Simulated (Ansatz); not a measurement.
Crystal: Pd.

```xyz
1
Lattice="-1.5723 1.5723 1.5723 1.5723 -1.5723 1.5723 1.5723 1.5723 -1.5723" Properties=species:S:1:pos:R:3 pbc="T T T"
Pd    0.0000    0.0000    0.0000
```

This isn't the form of Pd at room conditions, which is fcc.

Program: Ansatz 0.2.0. Alike in all runs: task single point; potentials or basis Ansatz PAW; cell as given; smearing fermi-dirac 0.05 eV; the mesh is coarse, so values aren't converged.

Problem. Order these runs on this cell by their pressure, lowest first.
A. level HF; spin off; k mesh 6 × 6 × 6; cutoff (eV) 420
B. level PBEsol0; spin off; k mesh 6 × 6 × 6; cutoff (eV) 420
C. level PBE0; spin SOC, no magnetisation; k mesh 5 × 5 × 5; cutoff (eV) 420
D. level PBE0; spin off; k mesh 6 × 6 × 6; cutoff (eV) 420
E. level r2SCAN50; spin off; k mesh 6 × 6 × 6; cutoff (eV) 500

Solution. B (-13.3 GPa), E (-11.5 GPa), D (-7.0 GPa), C (-1.3 GPa), A (4.0 GPa).

Caveats: all runs use coarse meshes; the PAW data sets come from PBE, with cores solved anew for the run's functional, which leaves a small shift of forces and pressure; the thresholds are loose for stress.
